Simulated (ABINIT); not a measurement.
A run of ABINIT 10.8.3 (patched build):

File run.abi:

```
# Datasets
ndtset 3

# Pseudopotentials
pp_dirpath "./"
pseudos "Ga.upf, N.upf"

# Structure
acell 3*1.0 Angstrom
rprim
     3.1800000000     0.0000000000     0.0000000000
    -1.5900000000     2.7539607840     0.0000000000
     0.0000000000     0.0000000000     5.1660000000
ntypat 2
znucl 31 7
natom 4
typat 1 1 2 2
xred
            2/3            1/3            1/2
            1/3            2/3            0.0
            2/3            1/3            7/8
            1/3            2/3            3/8

# Plane-wave basis
ecut 36.0

# Exchange and correlation
ixc -116133

# Bands and occupations
occopt 1

# SCF cycle
nstep 80
diemac 6.0

# Output
iomode 3
prteig 0
prtebands 0

# Dataset 1: ground state
kptopt1 1
ngkpt1 7 7 4
nshiftk1 1
shiftk1 0.0 0.0 0.0
nband1 18
tolvrs1 1.0e-14
prtden1 1
prtwf1 0

# Datasets 2 and 3: the band edges
kptopt2 0
nkpt2 1
kpt2
  0.0 0.0 0.0
istwfk2 1*1
nband2 24
getden2 1
kptopt3 0
nkpt3 1
kpt3
  0.0 0.0 0.0
istwfk3 1*1
nband3 24
getden3 1

# Dataset 2: bands at fixed density
iscf2 -2
nbdbuf2 2
tolwfr2 1.0e-20
nstep2 200

# Dataset 3: effective masses
iscf3 -3
getwfk3 2
rfelfd3 2
rfdir3 1 1 1
nqpt3 1
qpt3 0.0 0.0 0.0
tolwfr3 1.0e-20
nbdbuf3 2
nstep3 200
efmas3 1
efmas_bands3 17 19
efmas_calc_dirs3 1
efmas_n_dirs3 5
efmas_dirs3
  1 0 0
  0 1 0
  0 0 1
  1 1 0
  1 1 1
efmas_ntheta3 40
prtwf3 0
prtden3 0
prtpot3 0
```

Potentials or basis: PseudoDojo NC SR PBEsol v0.4.1 standard.

The run is started by

```sh
$ abinit run.abi > log 2>&1
```

Hardware: 1 thread of Arm Neoverse V2, with other jobs on the host.

Problem. Estimate the wall time of this run.

Solution. Wall time 70 s on 1 thread of Arm Neoverse V2, on a shared host, peak memory 0.2 GiB. Counts: scf iterations 72, mpi ranks 1, k points 24, bands 18, plane waves 3176.
